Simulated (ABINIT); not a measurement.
Runs of ABINIT 10.8.3 (patched build) on TaS2. Symmetry: P-3m1, No. 164, trigonal system. The conventional cell has a = 3.350 Å, b = 3.350 Å, c = 5.860 Å, α = 90.00°, β = 90.00°, γ = 120.00°. Ta (site symmetry -3m) has 6 S at 2.43 Å as nearest neighbours. S (site symmetry 3m) is surrounded by 3 Ta at 2.43 Å. 

```csv
task,level,potentials or basis,k mesh,mesh quality,gap on the mesh (eV),pressure (GPa),largest force (eV/Å)
single point,LDA,JTH PAW LDA v2.0,7 × 7 × 4,not flagged,none,1.1,(c)
single point,PBE,JTH PAW PBE v2.0,12 × 12 × 6,not flagged,none,9.0,1.22
single point,PBEsol,JTH PAW PBE v2.0,5 × 5 × 3,coarse,none,4.8,0.89
single point,PBEsol,JTH PAW PBE v2.0,4 × 4 × 2,coarse,none,5.1,0.97
band structure,rPW86PBE,JTH PAW PBE v2.0,9 × 9 × 5,not flagged,none,14.1,1.54
band structure,AM05,JTH PAW PBE v2.0,9 × 9 × 5,not flagged,none,4.3,0.89
single point,PBEsol,JTH PAW PBE v2.0,7 × 7 × 4,not flagged,none,4.4,(a)
band structure,PBEsol,JTH PAW PBE v2.0,9 × 9 × 5,not flagged,none,4.4,1.01
single point,PBE,JTH PAW PBE v2.0,7 × 7 × 4,not flagged,none,9.0,1.20
single point,PBEsol,JTH PAW PBE v2.0,12 × 12 × 6,not flagged,none,(b),1.01
band structure,BLYP,JTH PAW PBE v2.0,9 × 9 × 5,not flagged,none,15.2,(d)
single point,PBE,JTH PAW PBE v2.0,5 × 5 × 3,coarse,none,9.3,1.10
```

Alike in all rows: no spin polarisation; cell as given; cutoff (eV) 544; smearing fermi-dirac 0.05 eV.

Problem. Estimate the missing entries.

Solution. (a) 0.98; (b) 4.5; (c) 0.73; (d) 1.47.

Caveats: some runs use coarse meshes; this functional lacks dispersion, which binds the layers, so the pressure and a relaxed spacing across them are unreliable (some runs); the PAW data sets were made with another functional, which shifts forces and pressure a little (some runs); spin-orbit coupling is left out, which moves the levels of the heavy elements (some runs); forces of over 1 eV/Å show positions far from the minimum, so gaps and moduli don't describe the material at rest (some runs); so large a pressure means that the cell lies far from this level's equilibrium, or that cutoff or potentials fall short (some runs); the potentials were made for another functional, which shifts forces and pressure (some runs).

A k mesh can miss the band edges, and the runs leave out spin-orbit coupling on Ta.

A gap of «none» marks a metal or a gap under the smearing width.
